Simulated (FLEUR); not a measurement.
The system is BP.

```
CELL_PARAMETERS angstrom
0.00000 2.26900 2.26900
2.26900 0.00000 2.26900
2.26900 2.26900 0.00000
ATOMIC_POSITIONS crystal
P 0.75000 0.75000 0.75000
B 0.00000 0.00000 0.00000
```

```yaml
Program: FLEUR MaX-R8.1 (later development tree)
Task: single point
Functional: PBE
Potentials_or_basis: all-electron
Basis: FLAPW
Kmax: 4.64 1/bohr
k_mesh: 10 × 10 × 10
Occupations: fermi-dirac, width 0.05 eV
Spin: no spin polarisation
Gmax: 14.4 1/bohr
Muffin-tin_radii: P 1.79, B 1.55 bohr
lmax: P 8, B 8
Local_orbitals_a_species: P 4, B 3
Max_iterations: 60
Mixing_factor: 0.05
Mixer: Anderson
Mixer_history: 15
Density_convergence: 1e-05 me/bohr^3
```

On this cell: largest force zero by symmetry; band gap on the k mesh 1.25 eV, indirect (least direct gap 3.41 eV).

The same run follows on a disturbed copy (atoms moved at random, drawn with an rms of 0.05 Å):

```
CELL_PARAMETERS angstrom
0.00000 2.26900 2.26900
2.26900 0.00000 2.26900
2.26900 2.26900 0.00000
ATOMIC_POSITIONS crystal
P 0.75465 0.75555 0.74339
B 0.99030 0.00905 0.99753
```

Q: What changes?

A: The energy moves by +6.6 meV/atom; largest force 0.683 eV/Å; band gap on the k mesh 0.90 eV, indirect (least direct gap 2.85 eV).

Forces in eV/Å, atoms in the order of the input:
```
P    0.299 -0.419 -0.448
B   -0.299  0.419  0.448
```

A k mesh can miss the band edges.
